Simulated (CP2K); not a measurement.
Wanted: the native input for a CP2K 2026.2 run.

```
Task                                : single point
Functional                          : PBE
Potentials or basis                 : POTENTIAL_UZH Mo GTH-PBE-q14, S GTH-PBE-q6; TZVP-MOLOPT-PBE-GTH basis
Density cutoff                      : 6123 eV
k mesh                              : 10 × 10 × 1
Occupations                         : fermi-dirac, width 0.05 eV
Spin                                : no spin polarisation
SCF solver                          : diagonalisation with k points
Quickstep method                    : GPW
EPS_DEFAULT                         : 1.0E-10
EPS_SCF                             : 1.0E-6
MAX_SCF                             : 100
SCF_GUESS                           : ATOMIC
k points reduced by the point group : yes
Mesh centred on Gamma               : yes
CHOLESKY                            : OFF
EPS_EIGVAL                          : 1.0E-7
MIXING METHOD                       : BROYDEN_MIXING
MIXING ALPHA                        : 0.4
NBUFFER                             : 8
NGRIDS                              : 5
Basis sets                          : Mo TZVP-MOLOPT-PBE-GTH-q14, S TZVP-MOLOPT-PBE-GTH-q6
Potentials                          : Mo GTH-PBE-q14 of POTENTIAL_UZH, S GTH-PBE-q6 of POTENTIAL_UZH
ADDED_MOS                           : [33]
MPI ranks                           : 3
REL_CUTOFF (Ry)                     : 60 Ry
MIXING BETA (1/bohr)                : 1.5 1/bohr
CUTOFF of the grids                 : 450 Ry
```

MoS2, a slab with vacuum:

```xyz
9
Lattice="3.1840 0.0000 0.0000 -1.5920 2.7574 0.0000 0.0000 0.0000 28.3873" Properties=species:S:1:pos:R:3 pbc="T T T"
Mo    0.0401    1.8329    6.4908
Mo   -0.0404    1.8799   21.9250
Mo    1.5917    0.9154    0.0477
S     1.5911    0.9449    4.9364
S     1.5951    0.9394   20.3407
S    -0.0023    1.8577   26.8243
S     1.5635    0.8950    8.0197
S     1.6217    0.9281   23.5009
S     0.0199    1.8581    1.4932
```

The cell isn't the ideal one: atoms moved at random, drawn with an rms of 0.05 Å.

These files were run (other wordings do the same):

mos2_scf.inp

```
&GLOBAL
  PROJECT mos2_scf
  RUN_TYPE ENERGY_FORCE
  PRINT_LEVEL LOW
&END GLOBAL
&FORCE_EVAL
  METHOD QS
  STRESS_TENSOR ANALYTICAL
  &DFT
    BASIS_SET_FILE_NAME BASIS_MOLOPT_UZH
    POTENTIAL_FILE_NAME POTENTIAL_UZH
    &MGRID
      CUTOFF 450
      REL_CUTOFF 60
      NGRIDS 5
    &END MGRID
    &QS
      METHOD GPW
      EPS_DEFAULT 1.0E-10
    &END QS
    &KPOINTS
      SCHEME MONKHORST-PACK 10 10 1
      GAMMA_CENTERED T
      SYMMETRY T
      SYMMETRY_BACKEND SPGLIB
    &END KPOINTS
    &SCF
      SCF_GUESS ATOMIC
      EPS_SCF 1.0E-6
      MAX_SCF 100
      ADDED_MOS 33
      CHOLESKY OFF
      EPS_EIGVAL 1.0E-7
      &DIAGONALIZATION ON
        ALGORITHM STANDARD
      &END DIAGONALIZATION
      &MIXING ON
        METHOD BROYDEN_MIXING
        ALPHA 0.4
        BETA 1.5
        NBUFFER 8
      &END MIXING
      &SMEAR ON
        METHOD FERMI_DIRAC
        ELECTRONIC_TEMPERATURE [K] 580.226
      &END SMEAR
    &END SCF
    &XC
      &XC_FUNCTIONAL
        &GGA_X_PBE
        &END GGA_X_PBE
        &GGA_C_PBE
        &END GGA_C_PBE
      &END XC_FUNCTIONAL
    &END XC
    &PRINT
      &KPOINTS ON
      &END KPOINTS
      &MULLIKEN ON
      &END MULLIKEN
      &MO ON
        ENERGIES T
        OCCUPATION_NUMBERS T
        &EACH
          QS_SCF 0
        &END EACH
        ADD_LAST NUMERIC
      &END MO
      &LOWDIN ON
      &END LOWDIN
      &HIRSHFELD ON
        SHAPE_FUNCTION DENSITY
      &END HIRSHFELD
      &E_DENSITY_CUBE ON
        STRIDE 1
      &END E_DENSITY_CUBE
      &V_HARTREE_CUBE ON
        STRIDE 1
      &END V_HARTREE_CUBE
      &ELF_CUBE ON
        STRIDE 1
      &END ELF_CUBE
    &END PRINT
  &END DFT
  &SUBSYS
    &CELL
      A 3.1840155185 0.0000000000 0.0000000000
      B -1.5920077592 2.7574383250 0.0000000000
      C 0.0000000000 0.0000000000 28.3873198000
      PERIODIC XYZ
    &END CELL
    &COORD
      SCALED
      Mo  0.3449470000 0.6646980000 0.2286530000
      Mo  0.3282070000 0.6817700000 0.7723530000
      Mo  0.6658680000 0.3319590000 0.0016810000
      S   0.6710360000 0.3426620000 0.1738930000
      S   0.6713100000 0.3406660000 0.7165420000
      S   0.3361460000 0.6737070000 0.9449390000
      S   0.6533420000 0.3245620000 0.2825100000
      S   0.6776040000 0.3365640000 0.8278660000
      S   0.3431790000 0.6738580000 0.0526010000
    &END COORD
    &KIND Mo
      BASIS_SET TZVP-MOLOPT-PBE-GTH-q14
      POTENTIAL GTH-PBE-q14
    &END KIND
    &KIND S
      BASIS_SET TZVP-MOLOPT-PBE-GTH-q6
      POTENTIAL GTH-PBE-q6
    &END KIND
    &PRINT
      &ATOMIC_COORDINATES ON
      &END ATOMIC_COORDINATES
      &CELL ON
      &END CELL
      &SYMMETRY ON
      &END SYMMETRY
    &END PRINT
  &END SUBSYS
  &PRINT
    &FORCES ON
    &END FORCES
    &STRESS_TENSOR ON
    &END STRESS_TENSOR
  &END PRINT
&END FORCE_EVAL
```

Potentials or basis: POTENTIAL_UZH Mo GTH-PBE-q14, S GTH-PBE-q6; TZVP-MOLOPT-PBE-GTH basis.

Launch:

```sh
$ OMP_NUM_THREADS=1 mpirun -n 3 cp2k.psmp -i mos2_scf.inp -o mos2_scf.out
```

Results of the run:

```json
{
 "Largest force": "2.748 eV/Å",
 "Band gap on the k mesh": "1.06 eV, indirect (least direct gap 1.74 eV)",
 "Mulliken charges": "Mo -0.27, -0.25, -0.33; S +0.15, +0.11, +0.14, +0.12, +0.18 e",
 "Hirshfeld charges": "Mo +0.24, +0.23; S -0.12, -0.11, -0.13 e"
}
```

Caveat: Mulliken charges move with the basis; the basis of atomic orbitals isn't converged, which shifts pressures, moduli and gaps.

Run time: 100 s on 3 MPI ranks on Intel(R) Xeon(R) Platinum 8488C (Sapphire Rapids), on a shared host.
